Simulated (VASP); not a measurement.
# WC (Qusongite) (P-6m2) in VASP: a series of runs

The runs below take WC (Qusongite) through equation of state, with PBEsol, PBE.

All numbers are computed with VASP 6.6.1; they aren't measurements. Logs are shortened: lines on timing, memory, paths and dates and some standing lists are left out, and cuts for length are marked.

## Step 1: The structure

It takes space group P-6m2 (No. 187, hexagonal). Conventional cell: a = 2.907 Å, b = 2.907 Å, c = 2.837 Å, α = 90.00°, β = 90.00°, γ = 120.00°. W (site symmetry -6m2) is surrounded by 6 C at 2.20 Å. C (site symmetry -6m2) has 6 W at 2.20 Å as nearest neighbours.

## Step 2: Equation of state, PBEsol, 9.75 Å³/atom (volume scaled by 0.94)

File INCAR:

```
ALGO = Normal
EDIFF = 1E-7
ENCUT = 520
GGA = PS
ISIF = 2
ISMEAR = -1
LASPH = T
LCHARG = F
LREAL = F
LWAVE = F
NBANDS = 16
NELM = 60
PREC = Accurate
SIGMA = 0.05
```

File KPOINTS:

```
k-points
0
Gamma
  10 10 9
```

File POSCAR:

```
WC
1.0
    2.8471670250      0.0000000000      0.0000000000
   -1.4235835125      2.4657189725      0.0000000000
    0.0000000000      0.0000000000      2.7786939560
W C
1 1
Direct
    0.0000000000      0.0000000000      0.0000000000
    0.6666666667      0.3333333333      0.5000000000
```

Potentials or basis: VASP PAW PBE potentials, release 64 (W_sv, C).

Run with:

```console
> cat potpaw_PBE.64/W_sv/POTCAR potpaw_PBE.64/C/POTCAR > POTCAR
> mpirun -np 1 vasp_std > vasp.out
```

OUTCAR:

```text
EDIFF = 1E-7
   ENCUT = 520
   GGA = PS
   ISIF = 2
   ISMEAR = -1
   LASPH = T
   LREAL = F
   NELM = 60
   PREC = Accurate

 Found     70 irreducible k-points:

 Following reciprocal coordinates:
            Coordinates               Weight
  0.000000  0.000000  0.000000      1.000000
  0.100000 -0.000000  0.000000      6.000000
  0.200000 -0.000000  0.000000      6.000000
  0.300000  0.000000  0.000000      6.000000
  0.400000  0.000000  0.000000      6.000000
  0.500000  0.000000  0.000000      3.000000
   k-points           NKPTS =     70   k-points in BZ     NKDIM =     70   number of bands    NBANDS=     16
   number of dos      NEDOS =    301   number of ions     NIONS =      2
   total plane-waves  NPLWV =  13824
   dimension x,y,z NGX =    24 NGY =   24 NGZ =   24
   dimension x,y,z NGXF=    48 NGYF=   48 NGZF=   48
   ions per type =               1   1
   NGX,Y,Z   is equivalent  to a cutoff of  14.01, 14.01, 14.36 a.u.
   NGXF,Y,Z  is equivalent  to a cutoff of  28.03, 28.03, 28.72 a.u.
 SYSTEM =  unknown system
   PREC   = accura    normal or accurate (medium, high low for compatibility)
   ISTART =      0    job   : 0-new  1-cont  2-samecut
   ICHARG =      2    charge: 1-file 2-atom 10-const
   ISPIN  =      1    spin polarized calculation?
   LNONCOLLINEAR =      F non collinear calculations
   LSORBIT =      F    spin-orbit coupling
   LASPH  =      T    aspherical Exc in radial PAW
   ENCUT  =  520.0 eV  38.22 Ry    6.18 a.u.   5.29  5.29  5.17*2*pi/ulx,y,z
   NELM   =     60;   NELMIN=  2; NELMDL= -5     # of ELM steps
   EDIFF  = 0.1E-06   stopping-criterion for ELM
   LREAL  =      F    real-space projection
   EDIFFG = 0.1E-05   stopping-criterion for IOM
   NSW    =      0    number of steps for IOM
   IBRION =     -1    ionic relax: 0-MD 1-quasi-New 2-CG
   NFREE  =      0    steps in history (QN), initial steepest desc. (CG)
   ISIF   =      2    stress and relaxation
   ISYM   =      2    0-nonsym 1-usesym 2-fastsym
   POTIM  = 0.5000    time-step for ionic-motion
   TEBEG  =    0.0;   TEEND  =   0.0 temperature during run
   PSTRESS=    0.0 pullay stress
   NELECT =      18.0000    total number of electrons
   NUPDOWN=      -1.0000    fix difference up-down
   EMIN   =  10.00;   EMAX   =-10.00  energy-range for DOS
   EFERMI =   0.00;   METHOD = LEGACY
   ISMEAR =    -1;   SIGMA  =   0.05  broadening in eV -4-tet -1-fermi 0-gaus
   EFERMI_NEDOS =   21; number of points for ismear=-14 and -15
   IALGO  =     38    algorithm
   IMIX   =      4    mixing-type and parameters
     AMIX     =   0.40;   BMIX     =  1.00
     AMIX_MAG =   1.60;   BMIX_MAG =  1.00
  volume/ion in A,a.u.               =       9.75        65.82
  Fermi-wavevector in a.u.,A,eV,Ry     =   1.593798  3.011841 34.561407  2.540192
  Thomas-Fermi vector in A             =   2.691972
   LORBIT       =      0    0 simple, 1 ext, 2 COOP (PROOUT), +10 PAW based schemes
   GGA     = PS    functional components
   LHFCALC =     F    Hartree Fock is set to
   AEXX    =    0.0000 exact exchange contribution
   IVDW    =     0    specifies the selected vdW correction
   LEPSILON=     F    determine dielectric tensor
   LRPA    =     F    only Hartree local field effects (RPA)
 non-spin polarized calculation
  energy-cutoff  :      520.00
  volume of cell :       19.51
 maximum number of plane-waves:       541
 NGX is ok and might be reduce to    24
   NGX = 11   NGY = 11   NGZ = 11

 number of electron      18.0000000 magnetization

 Free energy of the ion-electron system (eV)
  ---------------------------------------------------
  ext. energy  EPLUGINS =         0.00000000
  ---------------------------------------------------
  free energy    TOTEN  =       -23.81629612 eV

  energy without entropy =      -23.81429147  energy(sigma->0) =      -23.81529379

 E-fermi :  11.8094     XC(G=0): -14.2737

 val. band max:       11.8049848885   @ k =   0.1000  -0.0000   0.3333
 cond. band min:      11.8487922887   @ k =   0.4000   0.2000   0.0000
 fundamental gap:      0.0438074001
 Fermi energy:        11.8094239686

 k-point     1 :       0.0000    0.0000    0.0000
  band No.  band energies     occupation
      1     -61.9671      2.00000
      2     -25.9568      2.00000
      3     -25.8234      2.00000
      4     -25.8234      2.00000
      5      -3.0740      2.00000
      6       7.1369      2.00000
      7       8.2380      2.00000
      8       8.2380      2.00000
      9      11.9669      0.08217
     10      15.3607      0.00000
     11      15.3607      0.00000
     12      17.8426      0.00000
     13      17.8426      0.00000
     14      18.6417      0.00000
     15      26.8045      0.00000
     16      29.1155      0.00000

 k-point     2 :       0.1000   -0.0000    0.0000
  band No.  band energies     occupation
      1     -61.9597      2.00000
      2     -25.9433      2.00000
      3     -25.9274      2.00000
      4     -25.8466      2.00000
      5      -2.7889      2.00000
      6       7.1828      2.00000
      7       7.9272      2.00000
      8       8.5051      2.00000
      9      11.2031      1.99999
     10      15.2555      0.00000
     11      16.2030      0.00000
     12      17.3000      0.00000
     13      17.6486      0.00000
     14      19.4640      0.00000
     15      26.2541      0.00000
     16      29.7038      0.00000

 k-point     3 :       0.2000   -0.0000    0.0000
  band No.  band energies     occupation
      1     -61.9401      2.00000
      2     -26.1923      2.00000
      3     -25.9077      2.00000
      4     -25.9069      2.00000
      5      -2.0110      2.00000
      6       6.4744      2.00000
      7       8.1206      2.00000
      8       9.2364      2.00000
      9       9.9360      2.00000
     10      14.9916      0.00000
     11      16.1985      0.00000
     12      17.2266      0.00000
     13      17.5879      0.00000
     14      21.2404      0.00000
     15      25.9742      0.00000
     16      30.8283      0.00000

 k-point     4 :       0.3000    0.0000    0.0000
  band No.  band energies     occupation
      1     -61.9158      2.00000
      2     -26.5069      2.00000
      3     -25.9804      2.00000
      4     -25.8635      2.00000
      5      -0.9523      2.00000
      6       5.4868      2.00000
      7       8.4369      2.00000
      8       8.8649      2.00000
      9      10.2086      2.00000
     10      14.6856      0.00000
     11      15.6531      0.00000
     12      16.8700      0.00000
     13      18.5785      0.00000
     14      22.3999      0.00000
     15      27.0046      0.00000
     16      30.0243      0.00000

 k-point     5 :       0.4000    0.0000    0.0000
  band No.  band energies     occupation
      1     -61.8961      2.00000
      2     -26.7518      2.00000
      3     -26.0391      2.00000
      4     -25.8275      2.00000
      5       0.0486      2.00000
      6       4.7768      2.00000
      7       8.1759      2.00000
      8       8.1994      2.00000
      9      11.0438      2.00000
     10      14.4523      0.00000
     11      16.3674      0.00000
     12      16.7514      0.00000
     13      18.9969      0.00000
     14      22.3837      0.00000
     15      26.5945      0.00000
     16      29.7257      0.00000

 k-point     6 :       0.5000    0.0000    0.0000
  band No.  band energies     occupation
      1     -61.8885      2.00000
      2     -26.8433      2.00000
      3     -26.0614      2.00000
      4     -25.8137      2.00000
      5       0.4931      2.00000
      6       4.5135      2.00000
      7       7.9394      2.00000
      8       7.9477      2.00000
      9      11.3684      1.99970
     10      14.3662      0.00000
     11      16.7667      0.00000
     12      17.1759      0.00000
     13      19.0850      0.00000
     14      22.0155      0.00000
     15      25.4064      0.00000
     16      30.7953      0.00000

 [... further k-points ...]
[... 5 lines left out ...]
  --------------------------------------------------------------------------------------
  -------------------------------------------------------------------------------------
  Total        3.0565899      3.0565899      3.4576344      0.0000000      0.0000000      0.0000000
  in kB      251.0443855    251.0443855    283.9830458      0.0000000      0.0000000      0.0000000
  external PRESSURE =     262.0239389 kB  Pullay stress =       0.0000000 kB

 VOLUME and BASIS-vectors are now :
 -----------------------------------------------------------------------------
  energy-cutoff  :      520.00
  volume of cell :       19.51
      direct lattice vectors                 reciprocal lattice vectors
     2.847167025  0.000000000  0.000000000     0.351226321  0.202780611  0.000000000
    -1.423583513  2.465718972  0.000000000     0.000000000  0.405561222  0.000000000
     0.000000000  0.000000000  2.778693956     0.000000000  0.000000000  0.359881302

 POSITION                                       TOTAL-FORCE (eV/Angst)
 -----------------------------------------------------------------------------------
      0.00000      0.00000      0.00000         0.000000      0.000000      0.000000
      1.42358      0.82191      1.38935        -0.000000     -0.000000      0.000000
 -----------------------------------------------------------------------------------
    total drift:                               -0.000000      0.000000      0.000000

  FREE ENERGIE OF THE ION-ELECTRON SYSTEM (eV)
  ---------------------------------------------------
  free  energy   TOTEN  =       -23.8162961170 eV

  energy  without entropy=      -23.8142914691  energy(sigma->0) =      -23.81529379
```

It took 12 s on 1 thread of Intel Xeon Platinum 8488C (Sapphire Rapids), shared host; peak memory 0.15 GiB.

What came out:

```yaml
Free_energy: -23.8163 eV
Pressure: 26.2 GPa
Band_gap_on_the_k_mesh: none (metal or under the smearing width)
```

Caveat: the PAW data sets were made with another functional, which shifts forces and pressure a little.

## Step 3: Equation of state, PBEsol, 9.96 Å³/atom (volume scaled by 0.96)

INCAR is that of step 2.

KPOINTS is that of step 2.

File POSCAR:

```
WC
1.0
    2.8672181576      0.0000000000      0.0000000000
   -1.4336090788      2.4830837627      0.0000000000
    0.0000000000      0.0000000000      2.7982628680
W C
1 1
Direct
    0.0000000000      0.0000000000      0.0000000000
    0.6666666667      0.3333333333      0.5000000000
```

Potentials or basis: VASP PAW PBE potentials, release 64 (W_sv, C).

Run with:

```console
> cat potpaw_PBE.64/W_sv/POTCAR potpaw_PBE.64/C/POTCAR > POTCAR
> mpirun -np 1 vasp_std > vasp.out
```

Run time: 13 s. Hardware: 1 thread of Intel Xeon Platinum 8488C (Sapphire Rapids), shared host; peak memory 0.15 GiB.

Results (log left out):

| Item | Value |
| --- | --- |
| Free energy | -23.8706 eV |
| Pressure | 15.7 GPa |
| Band gap on the k mesh | none (metal or under the smearing width) |

Caveat: the PAW data sets were made with another functional, which shifts forces and pressure a little.

[end of part 1 of 2]
